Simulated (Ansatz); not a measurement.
Bicrystals of relaxed bulk Al (Fm-3m, 16.50 Å³/atom, gap on the mesh 0.00 eV): one grain is mirrored in the boundary plane and shifted (fractions of the plane's cell), where said the two species change places in it, close atoms are joined, tilt boundaries are opened by 0.15 Å, then atoms and the cell's height are relaxed. Energies are the mean of the cell's two boundaries over the bulk on a matched mesh; other shifts may lie lower.

Level of theory: DFT PBE, scalar-relativistic, plane waves, PAW (Ansatz).

Plane waves to 420 eV, a k mesh through Γ of 10×10×2 on the computed 20-atom cell and Gaussian smearing (0.10 eV); no spin polarisation.

Start (Σ5 (210), mirror between planes, shift [0, 0.5]):

```yaml
crystal:
  lattice:
    - [4.04146, 0.00000, 0.00000]
    - [-2.02073, 4.51849, 0.00000]
    - [0.00000, 0.00000, 18.37394]
  atoms:
    - { symbol: Al, position: [0.40000, 0.80000, 0.07378] }
    - { symbol: Al, position: [0.20000, 0.40000, 0.27051] }
    - { symbol: Al, position: [0.70000, 0.40000, 0.02459] }
    - { symbol: Al, position: [0.50000, 0.00000, 0.22133] }
    - { symbol: Al, position: [0.90000, 0.80000, 0.31969] }
    - { symbol: Al, position: [0.80000, 0.60000, 0.17214] }
    - { symbol: Al, position: [0.60000, 0.20000, 0.36888] }
    - { symbol: Al, position: [0.10000, 0.20000, 0.12296] }
    - { symbol: Al, position: [0.30000, 0.60000, 0.41806] }
    - { symbol: Al, position: [0.00000, 0.00000, 0.46724] }
    - { symbol: Al, position: [0.40000, 0.30000, 0.91806] }
    - { symbol: Al, position: [0.20000, 0.90000, 0.72133] }
    - { symbol: Al, position: [0.70000, 0.90000, 0.96724] }
    - { symbol: Al, position: [0.50000, 0.50000, 0.77051] }
    - { symbol: Al, position: [0.90000, 0.30000, 0.67214] }
    - { symbol: Al, position: [0.80000, 0.10000, 0.81969] }
    - { symbol: Al, position: [0.60000, 0.70000, 0.62296] }
    - { symbol: Al, position: [0.10000, 0.70000, 0.86888] }
    - { symbol: Al, position: [0.30000, 0.10000, 0.57378] }
    - { symbol: Al, position: [0.00000, 0.50000, 0.52459] }
```

Question: Give the relaxed structure and its energy.

Answer: The free energy falls by 105 meV/atom.

```
boundary energy (mJ/m²) : 565
excess width (Å)        : 0.60
gap on the mesh (eV)    : 0
```

Relaxed structure:
```
CELL_PARAMETERS angstrom
4.04146 0.00000 0.00000
-2.02073 4.51849 0.00000
0.00000 0.00000 19.27101
ATOMIC_POSITIONS crystal
Al 0.39487 0.80029 0.08235
Al 0.19777 0.39768 0.26844
Al 0.71845 0.40329 0.03434
Al 0.50223 0.00232 0.22340
Al 0.90082 0.79704 0.31618
Al 0.79918 0.60296 0.17566
Al 0.59296 0.20017 0.36628
Al 0.10704 0.19983 0.12556
Al 0.30513 0.59971 0.40949
Al 0.98155 0.99671 0.45750
Al 0.39487 0.30029 0.90949
Al 0.19777 0.89768 0.72340
Al 0.71845 0.90329 0.95750
Al 0.50223 0.50232 0.76844
Al 0.90082 0.29704 0.67566
Al 0.79918 0.10296 0.81618
Al 0.59296 0.70017 0.62556
Al 0.10704 0.69983 0.86628
Al 0.30513 0.09971 0.58235
Al 0.98155 0.49671 0.53434
```

Small energy differences in metals hang on the k mesh (about 10 mJ/m² or 1 to 2 meV/atom on the mesh of the relaxation).

The run took 4.5 min on 4 threads of Arm Neoverse V1, on a shared host, peak memory 1.7 GiB.